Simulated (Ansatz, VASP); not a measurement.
SnTe in VASP and in Ansatz

File INCAR:

```
SYSTEM = SnTe
PREC = Accurate
ENCUT = 520
EDIFF = 1E-6
ISMEAR = -1
SIGMA = 0.05
LREAL = .FALSE.
LASPH = .TRUE.
NELM = 100
ALGO = Normal
ISIF = 2
LWAVE = .FALSE.
LCHARG = .FALSE.
GGA = RP
IVDW = 13
NBANDS = 17
```

KPOINTS

```
Automatic mesh
0
G
  7 7 7
  0 0 0
```

POSCAR

```
SnTe
1.0
    0.0000000000      3.1717171644      3.1717171644
    3.1717171644      0.0000000000      3.1717171644
    3.1717171644      3.1717171644      0.0000000000
Te Sn
1 1
Direct
    0.5000000000      0.5000000000      0.5000000000
    0.0000000000      0.0000000000      0.0000000000
```

The input input.yaml:

```yaml
crystal:
  lattice:
    - [0.0, 3.1717171644, 3.1717171644]
    - [3.1717171644, 0.0, 3.1717171644]
    - [3.1717171644, 3.1717171644, 0.0]
  atoms:
    - { symbol: Te, position: [0.5, 0.5, 0.5] }
    - { symbol: Sn, position: [0.0, 0.0, 0.0] }
hamiltonian:
  xc: rpbe
  pseudopotentials: { kind: paw }
  dispersion: d4
kpoints:
  mp_grid: { grid: [7, 7, 7] }
scf:
  occupations: { method: fermi_dirac, width: 0.05 }
output:
  forces: true
  stress: true
  eigenvalues: true
```

Alike in both runs: task single point; functional RPBE; dispersion D4; k mesh 7 × 7 × 7; occupations fermi-dirac, width 0.05 eV; no spin polarisation.

|  | VASP | Ansatz |
| --- | --- | --- |
| version | VASP 6.6.1 | Ansatz 0.2.0 |
| potentials or method | VASP PAW PBE potentials, release 64 (Te, Sn_d) | Ansatz PAW |
| plane-wave cutoff (eV) | 520 | 420 |
| valence electrons in the cell | 20 | 30 |

VASP gave:

```
gap on the k mesh at the Fermi level (eV) : 0.66
least direct gap on the mesh (eV)         : 0.66
pressure (GPa)                            : -1.5
dispersion energy (meV/atom)              : -780.4
```

Q: Which values does Ansatz return?

A: gap on the k mesh at the Fermi level (eV): 0.66; least direct gap on the mesh (eV): 0.66; pressure (GPa): -1.5; dispersion energy (meV/atom): -780.6.

The two sets of potentials don't hold the same shells in valence.

Caveats: the PAW data sets were made with another functional, which shifts forces and pressure a little (VASP); the PAW data sets come from PBE, with cores solved anew for the run's functional, which leaves a small shift of forces and pressure (Ansatz). The runs have no spin-orbit coupling, so splittings on Te are missing.
